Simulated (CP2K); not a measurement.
Runs of CP2K 2026.2 on BP. It takes space group F-43m (No. 216, cubic). Conventional cell: a = 4.538 Å, b = 4.538 Å, c = 4.538 Å, α = 90.00°, β = 90.00°, γ = 90.00°. P (site symmetry -43m) is surrounded by 4 B at 1.97 Å. Around B (site symmetry -43m) lie 4 P at 1.97 Å. 

```csv
task,level,potentials or basis,cell,smearing,EPS_DEFAULT,NGRIDS,points a segment of the path (NPOINTS),bands added on the path,CUTOFF of the grids,gap on the mesh (eV),pressure (GPa)
band structure,LDA,"GTH_POTENTIALS P GTH-PADE-q5, B GTH-PADE-q3; TZVP-MOLOPT-PBE-GTH basis",as given,fermi-dirac 0.1 eV,1.0E-9,4,8,6,450 Ry,(a),-6.1
single point,PBEsol,"POTENTIAL_UZH P GTH-PBE-q5, B GTH-PBE-q3; TZVP-MOLOPT-PBE-GTH basis",as given,fermi-dirac 0.05 eV,1.0E-10,4,-,-,450 Ry,1.23,-1.2
band structure,r2SCAN,"POTENTIAL_UZH P GTH-SCAN-q5, B GTH-SCAN-q3; TZVP-MOLOPT-SCAN-GTH basis",as given,fermi-dirac 0.05 eV,1.0E-9,4,6,2,675 Ry,1.52,-1.3
single point,PBE,"POTENTIAL_UZH P GTH-PBE-q5, B GTH-PBE-q3; TZVP-MOLOPT-PBE-GTH basis",the cell as VASP's run set it,gaussian 0.02 eV,1.0E-10,4,-,-,450 Ry,(b),0.3
```

Alike in all rows: no spin polarisation; k mesh 10 × 10 × 10.

Task: Fill in the values left out.

Result: (a) 1.31; (b) 1.37.

Caveats: the basis of atomic orbitals isn't converged, which shifts pressures, moduli and gaps; the potentials were made for another functional, which shifts forces and pressure (some runs).

A k mesh can miss the band edges.

Not every run made on this cell is shown here.
